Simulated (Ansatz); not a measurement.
# GaN under changes of volume

One of the cells (11.444 Å³/atom); the others are scaled copies at fixed shape and fractional positions:

```
Ga N
1.0
     0.00000    2.25350    2.25350
     2.25350    0.00000    2.25350
     2.25350    2.25350    0.00000
Ga N
1 1
Direct
  0.00000 0.00000 0.00000
  0.25000 0.25000 0.25000
```

The cell is a database's computed one.

| Property | Result |
| --- | --- |
| Program | Ansatz 0.2.0 |
| Functional | PBEsol0 |
| Potentials or basis | Ansatz PAW |
| Cutoff | 420 eV (not typed: the program's choice for these potentials) |
| k mesh | 5 × 5 × 5 |
| Occupations | fermi-dirac, width 0.05 eV |
| Spin | no spin polarisation |

```tsv
volume (Å³/atom)	energy over the lowest point (meV/atom)	pressure (GPa)	gap on the mesh (eV)
10.757	7.66	7.4	4.09
10.986	0.34	2.6	3.93
11.215	0.00	-1.8	3.78
11.444	?	?	?
11.673	16.24	-9.3	3.48
11.902	31.81	-12.5	3.33
12.131	51.90	-15.3	3.18
```

What does the run at 11.444 Å³/atom give?

Energy over the lowest point 5.45 meV/atom; pressure -5.8 GPa; gap on the mesh 3.63 eV.

Worked out: A Birch-Murnaghan fit of order 3 (a polynomial in V^(-2/3)) to the other rows has its minimum at 11.12 Å³/atom with B0 = V·E''(V) = 213 GPa and B' = 4.2. It gives 5.38 meV/atom at 11.444 Å³/atom, against the run's 5.45, and -dE/dV = -5.8 GPa, against -5.8. A straight line through the other rows of the gap, of slope -7.54 eV per unit of ln V (its deformation potential), gives 3.62 eV, against the run's 3.63.

Energies are extrapolated to zero smearing.

Caveats: all runs use coarse meshes; odd divisions of the mesh miss points on the zone boundary, where band edges often lie, so the gap on the mesh can be too wide; the PAW data sets come from PBE, with cores solved anew for the run's functional, which leaves a small shift of forces and pressure; the thresholds are loose for stress.

Spin-orbit coupling on Ga is left out.
